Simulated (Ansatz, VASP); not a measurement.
# Ba: VASP beside Ansatz

File INCAR:

```
SYSTEM = Ba
PREC = Accurate
ENCUT = 520
EDIFF = 1E-6
ISMEAR = 1
SIGMA = 0.025
LREAL = .False.
LASPH = .True.
NELM = 60
ALGO = Fast
ISIF = 2
LWAVE = .False.
LCHARG = .False.
GGA = PS
NBANDS = 11
```

The input KPOINTS:

```
regular mesh
0
Gamma
  8 8 8
  0 0 0
```

Contents of POSCAR:

```
Ba
1.0
   -2.5065000000      2.5065000000      2.5065000000
    2.5065000000     -2.5065000000      2.5065000000
    2.5065000000      2.5065000000     -2.5065000000
Ba
1
Direct
    0.0000000000      0.0000000000      0.0000000000
```

input.yaml

```yaml
crystal:
  lattice:
    - [-2.5065, 2.5065, 2.5065]
    - [2.5065, -2.5065, 2.5065]
    - [2.5065, 2.5065, -2.5065]
  atoms:
    - { symbol: Ba, position: [0.0, 0.0, 0.0] }
hamiltonian:
  xc: pbesol
  pseudopotentials: { kind: paw, source: jth, xc_functional: pbe }
kpoints:
  mp_grid: { grid: [8, 8, 8] }
scf:
  occupations: { method: methfessel_paxton, width: 0.025 }
  algorithm: density_mixing
output:
  forces: true
  stress: true
  eigenvalues: true
  bader: true
  populations: intrinsic
```

Alike in both runs: functional PBEsol; k mesh 8 × 8 × 8; occupations methfessel-paxton of order 1, width 0.025 eV; no spin polarisation.

|  | VASP | Ansatz |
| --- | --- | --- |
| version | VASP 6.6.1 | Ansatz 0.2.0 |
| potentials or method | VASP PAW PBE potentials, release 64 (Ba_sv) | JTH PAW |
| plane-wave cutoff (eV) | 520 | 660 |
| valence electrons in the cell | 10 | 10 |
| task | single point | atomic charges |

```tsv
	VASP	Ansatz	Ansatz less VASP
gap on the k mesh at the Fermi level (eV)	none	none	-
pressure (GPa)	-0.6	-0.7	-0.02
```

A gap of «none» marks a metal or a gap that the smearing closes.

Caveats: the PAW data sets were made with another functional, which shifts forces and pressure a little (VASP); this barium file gives pressures and gaps apart from those of other sets (Ansatz). The runs have no spin-orbit coupling, so splittings on Ba are missing.
